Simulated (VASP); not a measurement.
# GaAs (F-43m) in VASP: notebook, part 2 of 2

VASP 6.6.1. The steps go on from the part before.

## Step 4: Relaxation of cell and atoms, r2SCAN

INCAR reads:

```
ALGO = Normal
EDIFF = 1E-6
EDIFFG = -0.01
ENCUT = 600
IBRION = 2
ISIF = 3
ISMEAR = 0
LASPH = True
LCHARG = False
LMIXTAU = True
LREAL = False
LWAVE = False
METAGGA = R2SCAN
NELM = 80
NSW = 60
PREC = Accurate
SIGMA = 0.02
```

KPOINTS reads:

```
k-points
0
Gamma
  8 8 8
```

POSCAR reads:

```
GaAs
1.0
    0.0000000000      2.8750910500      2.8750910500
    2.8750910500      0.0000000000      2.8750910500
    2.8750910500      2.8750910500      0.0000000000
Ga As
1 1
Direct
    0.0000000000      0.0000000000      0.0000000000
    0.7500000000      0.7500000000      0.7500000000
```

Potentials or basis: VASP PAW PBE potentials, release 64 (Ga_d, As).

Launch:

```
$ cat potpaw_PBE.64/Ga_d/POTCAR potpaw_PBE.64/As/POTCAR > POTCAR
$ mpirun -np 1 vasp_std > vasp.out
```

OUTCAR:

```text
EDIFF = 1E-6
   EDIFFG = -0.01
   ENCUT = 600
   IBRION = 2
   ISIF = 3
   ISMEAR = 0
   LASPH = True
   LREAL = False
   METAGGA = R2SCAN
   NELM = 80
   NSW = 60
   PREC = Accurate

 ion  position               nearest neighbor table
   1  0.000  0.000  0.000-   2 2.49   2 2.49   2 2.49   2 2.49
   2  0.750  0.750  0.750-   1 2.49   1 2.49   1 2.49   1 2.49

  LATTYP: Found a face centered cubic cell.
 ALAT       =     5.7501821000

  Lattice vectors:

 A1 = (   0.0000000000,   2.8750910500,   2.8750910500)
 A2 = (   2.8750910500,   0.0000000000,   2.8750910500)
 A3 = (   2.8750910500,   2.8750910500,   0.0000000000)

Analysis of symmetry for initial positions (statically):
=====================================================================
 Subroutine PRICEL returns:
 Original cell was already a primitive cell.

 Routine SETGRP: Setting up the symmetry group for a
 face centered cubic supercell.

 Subroutine GETGRP returns: Found 24 space group operations
 (whereof 24 operations were pure point group operations)
 out of a pool of 48 trial point group operations.

The static configuration has the point symmetry T_d .

Analysis of symmetry for dynamics (positions and initial velocities):
=====================================================================
 Subroutine PRICEL returns:
 Original cell was already a primitive cell.

 Routine SETGRP: Setting up the symmetry group for a
[... 232 lines left out ...]
  ext. energy  EPLUGINS =         0.00000000
  ---------------------------------------------------
  free energy    TOTEN  =       -27.05478258 eV

  energy without entropy =      -27.05478258  energy(sigma->0) =      -27.05478258

 E-fermi :   3.7501     XC(G=0): -10.2206

 val. band max:        3.6106068763   @ k =   0.0000   0.0000   0.0000
 cond. band min:       4.5493079119   @ k =   0.0000   0.0000   0.0000
 fundamental gap:      0.9387010356
 Fermi energy:         3.7500788324

 k-point     1 :       0.0000    0.0000    0.0000
  band No.  band energies     occupation
      1     -11.6124      2.00000
      2     -11.6124      2.00000
      3     -11.6124      2.00000
      4     -11.5245      2.00000
      5     -11.5245      2.00000
      6      -9.5465      2.00000
      7       3.6106      2.00000
      8       3.6106      2.00000
      9       3.6106      2.00000
     10       4.5493      0.00000
     11       7.6504      0.00000
     12       7.6505      0.00000
     13       7.6505      0.00000
[... 354 lines left out ...]
  band No.  band energies     occupation
      1     -11.7076      2.00000
      2     -11.5854      2.00000
      3     -11.5781      2.00000
      4     -11.5290      2.00000
      5     -11.5208      2.00000
      6      -7.3637      2.00000
      7      -3.0043      2.00000
      8       0.3402      2.00000
      9       1.6318      2.00000
     10       6.9750      0.00000
     11       8.1430      0.00000
     12      10.3710      0.00000
     13      11.8003      0.00000

 [... further k-points ...]

------------------------ aborting loop because EDIFF is reached ----------------------------------------

  FORCE on cell =-STRESS in cart. coord.  units (eV):
  Direction    XX          YY          ZZ          XY          YZ          ZX
  --------------------------------------------------------------------------------------
  -------------------------------------------------------------------------------------
  Total       -0.0141115     -0.0141115     -0.0141115     -0.0000000     -0.0000000      0.0000000
  in kB       -0.4968421     -0.4968421     -0.4968421     -0.0000000     -0.0000000      0.0000000
  external PRESSURE =      -0.4968421 kB  Pullay stress =       0.0000000 kB
[... 17 lines left out ...]
  FREE ENERGIE OF THE ION-ELECTRON SYSTEM (eV)
  ---------------------------------------------------
  free  energy   TOTEN  =       -27.0547825764 eV

  energy  without entropy=      -27.0547825764  energy(sigma->0) =      -27.05478258

 reached required accuracy - stopping structural energy minimisation
```

OSZICAR:

```text
N       E                     dE             d eps       ncg     rms          rms(c)
DAV:   1     0.676244734687E+02    0.67624E+02   -0.10168E+04   754   0.205E+03
DAV:   2    -0.220798023330E+02   -0.89704E+02   -0.86399E+02   819   0.362E+02
DAV:   3    -0.290034899071E+02   -0.69237E+01   -0.68343E+01   934   0.812E+01
[... 33 lines left out ...]
DAV:   5    -0.270547613281E+02   -0.11956E-02   -0.55950E-04   754   0.321E-01    0.326E-02
DAV:   6    -0.270547648799E+02   -0.35518E-05   -0.12343E-05   987   0.387E-02    0.341E-02
DAV:   7    -0.270547312912E+02    0.33589E-04   -0.10628E-04   789   0.114E-01    0.805E-03
DAV:   8    -0.270547817922E+02   -0.50501E-04   -0.34480E-05   789   0.757E-02    0.801E-03
DAV:   9    -0.270547825764E+02   -0.78413E-06   -0.21972E-06   794   0.197E-02
   3 F= -.27054783E+02 E0= -.27054783E+02  d E =-.188302E-01
```

Wall time 5.2 min (1 thread of AMD EPYC 7R43 (Zen 3), shared host); peak memory 0.17 GiB.

Results:

- Free energy: -27.0548 eV
- Relaxed volume: 22.75 Å³/atom
- Relaxed cell: a = 4.007 Å, b = 4.007 Å, c = 4.007 Å, α = 60.00°, β = 60.00°, γ = 60.00°
- Space group after relaxing (to 0.05 Å): F-43m (No. 216)
- Energy gained by relaxing: 9.4 meV/atom
- Ionic steps: 3
- Pressure after relaxing: 0.0 GPa
- Band gap on the k mesh: 0.94 eV, direct

Step by step:
| step | energy change (eV) | largest force (eV/Å) | pressure (GPa) | volume (Å³) |
| --- | --- | --- | --- | --- |
| 1 | 0.0000 | 0.0000 | -2.85 | 47.53 |
| 2 | -0.0153 | 0.0000 | 1.39 | 44.68 |
| 3 | -0.0188 | 0.0000 | -0.05 | 45.51 |

Final structure:
```cif
data_structure
_symmetry_space_group_name_H-M 'P 1'
_symmetry_Int_Tables_number 1
_cell_length_a 4.0074
_cell_length_b 4.0074
_cell_length_c 4.0074
_cell_angle_alpha 60.000
_cell_angle_beta 60.000
_cell_angle_gamma 60.000
_cell_volume 45.51
loop_
_atom_site_label
_atom_site_type_symbol
_atom_site_fract_x
_atom_site_fract_y
_atom_site_fract_z
_atom_site_occupancy
Ga1 Ga 0.00000 0.00000 0.00000 1
As1 As 0.75000 0.75000 0.75000 1
```

Levels at points of the mesh, in eV from the valence-band top:
```
           k point  band 5  band 6  band 7  band 8  band 9  band 10  band 11  band 12  band 13
(0.00, 0.00, 0.00)  -15.14  -13.16    0.00    0.00    0.00     0.94     4.04     4.04     4.04
(0.50, 0.00, 0.00)  -15.13  -11.33   -6.77   -1.17   -1.17     1.34     4.99     4.99     8.28
(0.50, 0.50, 0.00)  -15.12  -10.56   -6.96   -2.75   -2.75     1.77     1.95    10.80    10.80
```

Caveat: the PAW data sets were made with another functional, which shifts forces and pressure a little. A k mesh can miss the band edges.

## Step 5: Relaxation of cell and atoms, r2SCAN

INCAR reads:

```
PREC = Accurate ; ENCUT = 600
EDIFF = 1E-6 ; ISMEAR = 0
SIGMA = 0.02 ; LREAL = F
LASPH = T ; NELM = 80
ALGO = Normal ; ISIF = 3
LWAVE = F ; LCHARG = F
METAGGA = R2SCAN ; LMIXTAU = T
IBRION = 2 ; NSW = 60
EDIFFG = -0.02
```

KPOINTS reads:

```
Automatic mesh
0
Gamma
  8 8 8
```

POSCAR is that of step 4.

Launch:

```
$ cat potpaw_PBE.64/Ga_d/POTCAR potpaw_PBE.64/As/POTCAR > POTCAR
$ mpirun -np 1 vasp_std > vasp.out
```

Wall time 75 s (1 thread of Intel Xeon 6975P-C (Granite Rapids), shared host); peak memory 0.21 GiB.

Results (log left out):

| Property | Result |
| --- | --- |
| Free energy | -27.0548 eV |
| Relaxed volume | 22.75 Å³/atom |
| Relaxed cell | a = 4.007 Å, b = 4.007 Å, c = 4.007 Å, α = 60.00°, β = 60.00°, γ = 60.00° |
| Space group after relaxing (to 0.05 Å) | F-43m (No. 216) |
| Energy gained by relaxing | 9.4 meV/atom |
| Ionic steps | 3 |
| Pressure after relaxing | 0.0 GPa |
| Band gap on the k mesh | 0.94 eV, direct |

Step by step:
```tsv
step	energy change (eV)	largest force (eV/Å)	pressure (GPa)	volume (Å³)
1	0.0000	0.0000	-2.85	47.53
2	-0.0153	0.0000	1.39	44.68
3	-0.0188	0.0000	-0.05	45.51
```

Final structure:
```
CELL_PARAMETERS angstrom
0.00000 2.83364 2.83364
2.83364 0.00000 2.83364
2.83364 2.83364 0.00000
ATOMIC_POSITIONS crystal
Ga 0.00000 0.00000 0.00000
As 0.75000 0.75000 0.75000
```

Levels at points of the mesh, in eV from the valence-band top:
| k point | band 7 | band 8 | band 9 | band 10 | band 11 | band 12 |
| --- | --- | --- | --- | --- | --- | --- |
| (0.00, 0.00, 0.00) | 0.00 | 0.00 | 0.00 | 0.94 | 4.04 | 4.04 |
| (0.50, 0.00, 0.00) | -6.77 | -1.17 | -1.17 | 1.34 | 4.99 | 4.99 |
| (0.50, 0.50, 0.00) | -6.96 | -2.75 | -2.75 | 1.77 | 1.95 | 10.80 |

Caveat: the PAW data sets were made with another functional, which shifts forces and pressure a little.
